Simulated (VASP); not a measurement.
# ZrB2 (P6/mmm) in VASP: a series of runs, part 2 of 2

VASP 6.6.1.

**3. Relaxation of cell and atoms, LDA**

The input, INCAR:

```
PREC = Accurate
ENCUT = 600
EDIFF = 1E-6
ISMEAR = 0
SIGMA = 0.1
LREAL = False
LASPH = True
NELM = 100
ALGO = Normal
ISIF = 3
LWAVE = False
LCHARG = False
IBRION = 2
NSW = 100
EDIFFG = -0.005
```

The input, KPOINTS:

```
Automatic mesh
0
Gamma
  15 15 12
```

The input, POSCAR:

```
ZrB2
1.0
    3.1355512539      0.0000000000      0.0000000000
   -1.5677756269      2.7154670407      0.0000000000
    0.0000000000      0.0000000000      3.4858913811
Zr B
1 2
Direct
    0.0000000000      0.0000000000      0.0000000000
    0.3333333333      0.6666666667      0.5000000000
    0.6666666667      0.3333333333      0.5000000000
```

Potentials or basis: VASP PAW LDA potentials, release 64 (Zr_sv, B).

The run is started by

```bash
cat potpaw_LDA.64/Zr_sv/POTCAR potpaw_LDA.64/B/POTCAR > POTCAR
mpirun -np 1 vasp_std > vasp.out
```

OUTCAR:

```text
PREC = Accurate
   ENCUT = 600
   EDIFF = 1E-6
   ISMEAR = 0
   LREAL = False
   LASPH = True
   NELM = 100
   ISIF = 3
   IBRION = 2
   NSW = 100
   EDIFFG = -0.005

 ion  position               nearest neighbor table
   1  0.000  0.000  0.000-   2 2.51   3 2.51   2 2.51   3 2.51   2 2.51   2 2.51   3 2.51   3 2.51
                             3 2.51   3 2.51   2 2.51   2 2.51
   2  0.333  0.667  0.500-   3 1.81   3 1.81   3 1.81   1 2.51   1 2.51   1 2.51   1 2.51   1 2.51
                             1 2.51
   3  0.667  0.333  0.500-   2 1.81   2 1.81   2 1.81   1 2.51   1 2.51   1 2.51   1 2.51   1 2.51
                             1 2.51

  LATTYP: Found a hexagonal cell.
 ALAT       =     3.1355512539
 C/A-ratio  =     1.1117315900

  Lattice vectors:

 A1 = (   3.1355512539,   0.0000000000,   0.0000000000)
 A2 = (  -1.5677756269,   2.7154670407,   0.0000000000)
 A3 = (   0.0000000000,   0.0000000000,   3.4858913811)

Analysis of symmetry for initial positions (statically):
=====================================================================
 Subroutine PRICEL returns:
 Original cell was already a primitive cell.

 Routine SETGRP: Setting up the symmetry group for a
 hexagonal supercell.

 Subroutine GETGRP returns: Found 24 space group operations
 (whereof 24 operations were pure point group operations)
 out of a pool of 24 trial point group operations.

The static configuration has the point symmetry D_6h.

Analysis of symmetry for dynamics (positions and initial velocities):
=====================================================================
 Subroutine PRICEL returns:
 Original cell was already a primitive cell.

 Routine SETGRP: Setting up the symmetry group for a
 hexagonal supercell.

 Subroutine GETGRP returns: Found 24 space group operations
 (whereof 24 operations were pure point group operations)
 out of a pool of 24 trial point group operations.

The dynamic configuration has the point symmetry D_6h.

 Subroutine INISYM returns: Found 24 space group operations
 (whereof 24 operations are pure point group operations),
 and found     1 'primitive' translations

----------------------------------------------------------------------------------------

                                     Primitive cell

  volume of cell :      29.6806

  direct lattice vectors                    reciprocal lattice vectors
     3.135551254  0.000000000  0.000000000     0.318923187  0.184130388  0.000000000
    -1.567775627  2.715467041  0.000000000     0.000000000  0.368260776  0.000000000
     0.000000000  0.000000000  3.485891381     0.000000000  0.000000000  0.286870671

  length of vectors
     3.135551254  3.135551254  3.485891381     0.368260776  0.368260776  0.286870671

  position of ions in fractional coordinates (direct lattice)
     0.000000000  0.000000000  0.000000000
     0.333333333  0.666666667  0.500000000
     0.666666667  0.333333333  0.500000000

  ion indices of the primitive-cell ions
   primitive index   ion index
                 1           1
                 2           2
                 3           3

----------------------------------------------------------------------------------------

 KPOINTS: Automatic mesh
[... 58 lines left out ...]
 SYSTEM =  unknown system
   PREC   = accura    normal or accurate (medium, high low for compatibility)
   ISTART =      0    job   : 0-new  1-cont  2-samecut
   ICHARG =      2    charge: 1-file 2-atom 10-const
   ISPIN  =      1    spin polarized calculation?
   LNONCOLLINEAR =      F non collinear calculations
   LSORBIT =      F    spin-orbit coupling
   LASPH  =      T    aspherical Exc in radial PAW
   ENCUT  =  600.0 eV  44.10 Ry    6.64 a.u.   6.26  6.26  6.96*2*pi/ulx,y,z
   NELM   =    100;   NELMIN=  2; NELMDL= -5     # of ELM steps
   EDIFF  = 0.1E-05   stopping-criterion for ELM
   LREAL  =      F    real-space projection
   EDIFFG = -.5E-02   stopping-criterion for IOM
   NSW    =    100    number of steps for IOM
   IBRION =      2    ionic relax: 0-MD 1-quasi-New 2-CG
   NFREE  =      1    steps in history (QN), initial steepest desc. (CG)
   ISIF   =      3    stress and relaxation
   ISYM   =      2    0-nonsym 1-usesym 2-fastsym
   POTIM  = 0.5000    time-step for ionic-motion
   TEBEG  =    0.0;   TEEND  =   0.0 temperature during run
   PSTRESS=    0.0 pullay stress
   NELECT =      18.0000    total number of electrons
   NUPDOWN=      -1.0000    fix difference up-down
   EMIN   =  10.00;   EMAX   =-10.00  energy-range for DOS
   EFERMI =   0.00;   METHOD = LEGACY
   ISMEAR =     0;   SIGMA  =   0.10  broadening in eV -4-tet -1-fermi 0-gaus
   EFERMI_NEDOS =   21; number of points for ismear=-14 and -15
   IALGO  =     38    algorithm
   IMIX   =      4    mixing-type and parameters
     AMIX     =   0.40;   BMIX     =  1.00
     AMIX_MAG =   1.60;   BMIX_MAG =  1.00
  volume/ion in A,a.u.               =       9.89        66.76
  Fermi-wavevector in a.u.,A,eV,Ry     =   1.385718  2.618628 26.126108  1.920215
  Thomas-Fermi vector in A             =   2.510102
   LORBIT       =      0    0 simple, 1 ext, 2 COOP (PROOUT), +10 PAW based schemes
   GGA     = CA    functional components
   LHFCALC =     F    Hartree Fock is set to
   AEXX    =    0.0000 exact exchange contribution
   IVDW    =     0    specifies the selected vdW correction
   LEPSILON=     F    determine dielectric tensor
   LRPA    =     F    only Hartree local field effects (RPA)
 conjugate gradient relaxation of ions
 non-spin polarized calculation
 Gauss-broadening in eV      SIGMA  =   0.10
  energy-cutoff  :      600.00
  volume of cell :       29.68
 maximum number of plane-waves:      1010
 NGX is ok and might be reduce to    28
   NGX = 13   NGY = 13   NGZ = 13

--------------------------------------- Ionic step        1  -------------------------------------------

 number of electron      18.0000000 magnetization

 Free energy of the ion-electron system (eV)
  ---------------------------------------------------
  ext. energy  EPLUGINS =         0.00000000
  ---------------------------------------------------
  free energy    TOTEN  =       -27.48411576 eV

  energy without entropy =      -27.48305960  energy(sigma->0) =      -27.48358768

------------------------ aborting loop because EDIFF is reached ----------------------------------------

  FORCE on cell =-STRESS in cart. coord.  units (eV):
  Direction    XX          YY          ZZ          XY          YZ          ZX
  --------------------------------------------------------------------------------------
  -------------------------------------------------------------------------------------
  Total       -0.0017746     -0.0017746      0.1320424     -0.0000000     -0.0000000     -0.0000000
  in kB       -0.0957959     -0.0957959      7.1277402     -0.0000000     -0.0000000     -0.0000000
  external PRESSURE =       2.3120495 kB  Pullay stress =       0.0000000 kB
[... 209 lines left out ...]
--------------------------------------- Ionic step        7  -------------------------------------------

 number of electron      18.0000000 magnetization

 Free energy of the ion-electron system (eV)
  ---------------------------------------------------
  ext. energy  EPLUGINS =         0.00000000
  ---------------------------------------------------
  free energy    TOTEN  =       -27.48422497 eV

  energy without entropy =      -27.48316532  energy(sigma->0) =      -27.48369514

 E-fermi :  10.8390     XC(G=0): -12.7481

 val. band max:       10.8150279705   @ k =   0.0667   0.0667   0.4167
 cond. band min:      10.8491507107   @ k =   0.4000   0.1333   0.0000
 fundamental gap:      0.0341227402
 Fermi energy:        10.8389633594

 k-point     1 :       0.0000    0.0000    0.0000
  band No.  band energies     occupation
      1     -37.3814      2.00000
      2     -15.7482      2.00000
      3     -15.1259      2.00000
      4     -15.1259      2.00000
      5      -1.8649      2.00000
      6       8.1581      2.00000
      7       8.1581      2.00000
      8       8.1836      2.00000
      9       8.5791      2.00000
     10      14.3852      0.00000
     11      14.3852      0.00000
     12      15.1743      0.00000
     13      15.1743      0.00000
[... 354 lines left out ...]
  band No.  band energies     occupation
      1     -37.2323      2.00000
      2     -16.0684      2.00000
      3     -15.6129      2.00000
      4     -15.5305      2.00000
      5       2.4903      2.00000
      6       2.7548      2.00000
      7       5.3004      2.00000
      8       7.3863      2.00000
      9       9.8257      2.00000
     10      10.5995      1.99929
     11      13.6997      0.00000
     12      15.1542      0.00000
     13      17.4468      0.00000

 [... further k-points ...]
[... 5 lines left out ...]
  --------------------------------------------------------------------------------------
  -------------------------------------------------------------------------------------
  Total        0.0089760      0.0089760      0.0025798      0.0000000     -0.0000000      0.0000000
  in kB        0.4842182      0.4842182      0.1391674      0.0000000     -0.0000000      0.0000000
  external PRESSURE =       0.3692013 kB  Pullay stress =       0.0000000 kB
[... 18 lines left out ...]
  FREE ENERGIE OF THE ION-ELECTRON SYSTEM (eV)
  ---------------------------------------------------
  free  energy   TOTEN  =       -27.4842249698 eV

  energy  without entropy=      -27.4831653176  energy(sigma->0) =      -27.48369514

 reached required accuracy - stopping structural energy minimisation
```

CONTCAR:

```text
ZrB2
   1.00000000000000
     3.1337866613013206   -0.0000000000000325   -0.0000000000000000
    -1.5668933306007167    2.7139388586823063    0.0000000000000000
    -0.0000000000000000    0.0000000000000000    3.4920813615322586
  Zr              B
     1     2
Direct
     0.0000000000000000    0.0000000000000000    0.0000000000000000
     0.3333333332999970    0.6666666667000030    0.5000000000000000
     0.6666666667000030    0.3333333332999970    0.5000000000000000

  0.00000000E+00  0.00000000E+00  0.00000000E+00
  0.00000000E+00  0.00000000E+00  0.00000000E+00
  0.00000000E+00  0.00000000E+00  0.00000000E+00
```

Wall time 3.3 min (1 thread of AMD EPYC 7R13 (Zen 3), shared host); peak memory 0.19 GiB.

Results:

- Free energy: -27.4842 eV
- Relaxed volume: 9.90 Å³/atom
- Relaxed cell: a = 3.134 Å, b = 3.134 Å, c = 3.492 Å, α = 90.00°, β = 90.00°, γ = 120.00°
- Space group after relaxing (to 0.05 Å): P6/mmm (No. 191)
- Energy gained by relaxing: 0.0 meV/atom
- Ionic steps: 7
- Pressure after relaxing: 0.0 GPa
- Band gap on the k mesh: none (metal or under the smearing width)

The path:
```tsv
step	energy change (eV)	largest force (eV/Å)	pressure (GPa)	volume (Å³)
1	0.0000	0.0000	0.23	29.68
2	-0.0001	0.0000	-0.28	29.74
3	-0.0001	0.0000	-0.17	29.72
4	-0.0001	0.0000	-0.12	29.72
5	-0.0001	0.0000	-0.11	29.72
6	-0.0001	0.0000	-0.11	29.72
7	-0.0001	0.0000	0.04	29.70
```

Final structure:
```
Zr B
1.0
     3.13379    0.00000    0.00000
    -1.56689    2.71394    0.00000
     0.00000    0.00000    3.49208
Zr B
1 2
Cartesian
  0.0000 0.0000 0.0000
  0.0000 1.8093 1.7460
  1.5669 0.9046 1.7460
```

Levels at points of the mesh, in eV from the Fermi level:
| k point | band 5 | band 6 | band 7 | band 8 | band 9 | band 10 | band 11 | band 12 | band 13 |
| --- | --- | --- | --- | --- | --- | --- | --- | --- | --- |
| (0.00, 0.00, 0.00) | -12.70 | -2.68 | -2.68 | -2.66 | -2.26 | 3.55 | 3.55 | 4.34 | 4.34 |
| (0.00, 0.00, 0.50) | -10.50 | -6.99 | -0.96 | -0.96 | 0.34 | 0.34 | 0.80 | 0.80 | 1.89 |
